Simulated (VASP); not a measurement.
# Si in VASP: a series of runs, part 2 of 2

VASP 6.6.1. The steps go on from the part before.

## 3. Relaxation of the atoms, PBE

The input, INCAR:

```
PREC = Accurate
ENCUT = 520
EDIFF = 1E-6
ISMEAR = 0
SIGMA = 0.03
LREAL = F
LASPH = T
NELM = 80
ALGO = Normal
ISIF = 2
LWAVE = F
LCHARG = F
LDIPOL = T
IDIPOL = 3
DIPOL = 0.5 0.5 0.500
GGA = PE
IBRION = 2
NSW = 80
EDIFFG = -0.02
KPAR = 4
```

The input, KPOINTS:

```
regular mesh
0
Gamma
  9 9 1
```

The input, POSCAR:

```
Si
1.0
    3.8668799000      0.0000000000      0.0000000000
   -1.9334399500      3.3488162300      0.0000000000
    0.0000000000      0.0000000000     28.4185004300
Si
10
Direct
    0.3333333300      0.6666666700      0.2639125900
    0.0000000000      0.0000000000      0.2916875800
    0.0000000000      0.0000000000      0.3750125500
    0.6666666700      0.3333333300      0.4027875400
    0.6666666700      0.3333333300      0.4861125100
    0.3333333300      0.6666666700      0.5138874900
    0.3333333300      0.6666666700      0.5972124600
    0.0000000000      0.0000000000      0.6249874500
    0.0000000000      0.0000000000      0.7083124200
    0.6666666700      0.3333333300      0.7360874100
```

Potentials or basis: VASP PAW PBE potentials, release 64 (Si).

The run is started by

```console
$ cat potpaw_PBE.64/Si/POTCAR > POTCAR
$ mpirun -np 4 vasp_std > vasp.out
```

Wall time 6 min (4 MPI ranks of Intel Xeon Platinum 8488C (Sapphire Rapids), shared host); peak memory 0.51 GiB.

It converged, with:

| Quantity | Value |
| --- | --- |
| Free energy | -51.6952 eV |
| Energy gained by relaxing | 11.5 meV/atom |
| Ionic steps | 14 |
| Largest force after relaxing | 0.013 eV/Å |
| Band gap on the k mesh | none (metal or under the smearing width) |

Forces on the atoms (eV/Å):
```
Si   0.000  0.000  0.007
Si   0.000  0.000 -0.013
Si   0.000  0.000  0.004
Si   0.000  0.000  0.011
Si   0.000  0.000 -0.008
Si   0.000  0.000  0.008
Si   0.000  0.000 -0.011
Si   0.000  0.000 -0.004
Si   0.000  0.000  0.013
Si   0.000  0.000 -0.007
```

The path:
```tsv
step	energy change (eV)	largest force (eV/Å)	pressure (GPa)
1	0.0000	0.7646	-0.26
2	-0.0738	0.3890	-0.18
3	-0.0841	0.3262	-0.12
4	-0.0989	0.1477	-0.07
5	-0.1037	0.1963	-0.02
6	-0.1085	0.0644	0.03
7	-0.1088	0.0830	0.05
8	-0.1102	0.0349	0.08
9	-0.1103	0.0477	0.09
10	-0.1112	0.0421	0.12
11	-0.1131	0.0447	0.19
12	-0.1137	0.0747	0.35
13	-0.1140	0.0577	0.29
14	-0.1145	0.0130	0.32
```

Final structure:
```yaml
crystal:
  lattice:
    - [3.86688, 0.00000, 0.00000]
    - [-1.93344, 3.34882, 0.00000]
    - [0.00000, 0.00000, 28.41850]
  atoms:
    - { symbol: Si, position: [0.33333, 0.66667, 0.26928] }
    - { symbol: Si, position: [0.00000, 0.00000, 0.29142] }
    - { symbol: Si, position: [0.00000, 0.00000, 0.37536] }
    - { symbol: Si, position: [0.66667, 0.33333, 0.40256] }
    - { symbol: Si, position: [0.66667, 0.33333, 0.48616] }
    - { symbol: Si, position: [0.33333, 0.66667, 0.51384] }
    - { symbol: Si, position: [0.33333, 0.66667, 0.59744] }
    - { symbol: Si, position: [0.00000, 0.00000, 0.62464] }
    - { symbol: Si, position: [0.00000, 0.00000, 0.70858] }
    - { symbol: Si, position: [0.66667, 0.33333, 0.73072] }
```

Levels at points of the mesh, in eV from the Fermi level:
```
           k point  band 18  band 19  band 20  band 21  band 22  band 23
(0.00, 0.00, 0.00)    -0.37    -0.37     0.07     0.68     1.28     1.55
```

## 4. Single point, PBE

INCAR: that of step 3 with these lines changed.

```diff
@@ -16,5 +16,6 @@
 GGA = PE
-IBRION = 2
-NSW = 80
-EDIFFG = -0.02
+NBANDS = 31
+LVHAR = T
+LVACPOTAV = T
+ICORELEVEL = 1
 KPAR = 4
```

KPOINTS is that of step 3.

The input, POSCAR:

```
Si                                      
1.0
    3.8668799000      0.0000000000      0.0000000000
   -1.9334399500      3.3488162300      0.0000000000
    0.0000000000      0.0000000000     28.4185004300
  Si            
    10
Direct
     0.3333333300000021    0.6666666699999979    0.2692813448563587
     0.0000000000000000    0.0000000000000000    0.2914232366527726
     0.0000000000000000    0.0000000000000000    0.3753601335210772
     0.6666666699999979    0.3333333300000021    0.4025561005903764
     0.6666666699999979    0.3333333300000021    0.4861633747103094
     0.3333333300000021    0.6666666699999979    0.5138366252896907
     0.3333333300000021    0.6666666699999979    0.5974438994096237
     1.0000000000000000    1.0000000000000000    0.6246398664789229
     1.0000000000000000    0.0000000000000000    0.7085767633472274
     0.6666666699999979    0.3333333300000021    0.7307186551436415
```

Potentials or basis: VASP PAW PBE potentials, release 64 (Si).

The run is started by

```console
$ cat potpaw_PBE.64/Si/POTCAR > POTCAR
$ mpirun -np 4 vasp_std > vasp.out
```

OUTCAR:

```text
PREC = Accurate
   ENCUT = 520
   EDIFF = 1E-6
   ISMEAR = 0
   LREAL = F
   LASPH = T
   NELM = 80
   ISIF = 2
   GGA = PE

 ion  position               nearest neighbor table
   1  0.333  0.667  0.269-   2 2.32   2 2.32   2 2.32
   2  0.000  0.000  0.291-   1 2.32   1 2.32   1 2.32   3 2.39
   3  0.000  0.000  0.375-   4 2.36   4 2.36   4 2.36   2 2.39
   4  0.667  0.333  0.403-   3 2.36   3 2.36   3 2.36   5 2.38
   5  0.667  0.333  0.486-   6 2.37   6 2.37   6 2.37   4 2.38
   6  0.333  0.667  0.514-   5 2.37   5 2.37   5 2.37   7 2.38
   7  0.333  0.667  0.597-   8 2.36   8 2.36   8 2.36   6 2.38
   8  0.000  0.000  0.625-   7 2.36   7 2.36   7 2.36   9 2.39
[... 635 lines left out ...]
  energy-cutoff  :      520.00
  volume of cell :      368.00
      direct lattice vectors                 reciprocal lattice vectors
     3.866879900  0.000000000  0.000000000     0.258606428  0.149306491  0.000000000
    -1.933439950  3.348816230  0.000000000     0.000000000  0.298612982  0.000000000
     0.000000000  0.000000000 28.418500430     0.000000000  0.000000000  0.035188345

 POSITION                                       TOTAL-FORCE (eV/Angst)
 -----------------------------------------------------------------------------------
     -0.00000      2.23254      7.65257         0.000000     -0.000000      0.007152
      0.00000      0.00000      8.28181         0.000000      0.000000     -0.012951
      0.00000      0.00000     10.66717         0.000000      0.000000      0.003819
      1.93344      1.11627     11.44004        -0.000000     -0.000000      0.011472
      1.93344      1.11627     13.81603        -0.000000      0.000000     -0.007568
     -0.00000      2.23254     14.60247         0.000000     -0.000000      0.007568
     -0.00000      2.23254     16.97846        -0.000000      0.000000     -0.011472
      0.00000      0.00000     17.75133         0.000000     -0.000000     -0.003819
      0.00000      0.00000     20.13669         0.000000      0.000000      0.012951
      1.93344      1.11627     20.76593        -0.000000      0.000000     -0.007152
 -----------------------------------------------------------------------------------
    total drift:                                0.000000     -0.000000     -0.000000

  FREE ENERGIE OF THE ION-ELECTRON SYSTEM (eV)
  ---------------------------------------------------
  free  energy   TOTEN  =       -51.6951683136 eV

  energy  without entropy=      -51.6908655531  energy(sigma->0) =      -51.69301693

 vacuum level on the upper side and lower side of the slab         5.749         5.749
```

It took 79 s on 4 MPI ranks of Intel Xeon Platinum 8488C (Sapphire Rapids), shared host; peak memory 0.49 GiB.

What came out:

| Item | Value |
| --- | --- |
| Free energy | -51.6952 eV |
| Largest force | 0.013 eV/Å |
| Band gap on the k mesh | none (metal or under the smearing width) |
| Work function of the upper face | 4.59 eV |
| Work function of the lower face | 4.59 eV |

Forces in eV/Å, atoms in the order of the input:
```
Si   0.000  0.000  0.007
Si   0.000  0.000 -0.013
Si   0.000  0.000  0.004
Si   0.000  0.000  0.011
Si   0.000  0.000 -0.008
Si   0.000  0.000  0.008
Si   0.000  0.000 -0.011
Si   0.000  0.000 -0.004
Si   0.000  0.000  0.013
Si   0.000  0.000 -0.007
```

Core levels (eV, on the scale of the bands):
```tsv
atom	levels
1 Si	1s -1778.6, 2s -132.6, 2p -88.6
2 Si	1s -1778.8, 2s -132.8, 2p -88.8
3 Si	1s -1779.0, 2s -133.0, 2p -89.0
4 Si	1s -1778.8, 2s -132.8, 2p -88.8
5 Si	1s -1778.9, 2s -132.9, 2p -88.9
6 Si	1s -1778.9, 2s -132.9, 2p -88.9
```
